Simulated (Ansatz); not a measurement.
The system is Au.

```
CELL_PARAMETERS angstrom
-1.65727 1.65727 1.65727
1.65727 -1.65727 1.65727
1.65727 1.65727 -1.65727
ATOMIC_POSITIONS crystal
Au 0.00000 0.00000 0.00000
```

This isn't the form of Au at room conditions, which is fcc.

Base run:

```yaml
Program: Ansatz 0.2.0
Functional: PBEsol
Potentials_or_basis: Ansatz PAW
Cutoff: "420 eV (not typed: the program's choice for these potentials)"
k_mesh: 11 × 11 × 11
Occupations: fermi-dirac, width 0.05 eV
Spin: spin-orbit coupling, no magnetisation
```

Its results: band gap on the k mesh none (metal or under the smearing width); pressure -10.4 GPa.

The run is repeated on the same cell with these changes: spin from spin-orbit coupling, no magnetisation to no spin polarisation; potential files from those of the base run to others of the same set. What comes out?

Band gap on the k mesh none (metal or under the smearing width); pressure -8.9 GPa.

Caveats: the PAW data sets come from PBE, with cores solved anew for the run's functional, which leaves a small shift of forces and pressure; spin-orbit coupling is left out, which moves the levels of the heavy elements (some runs).
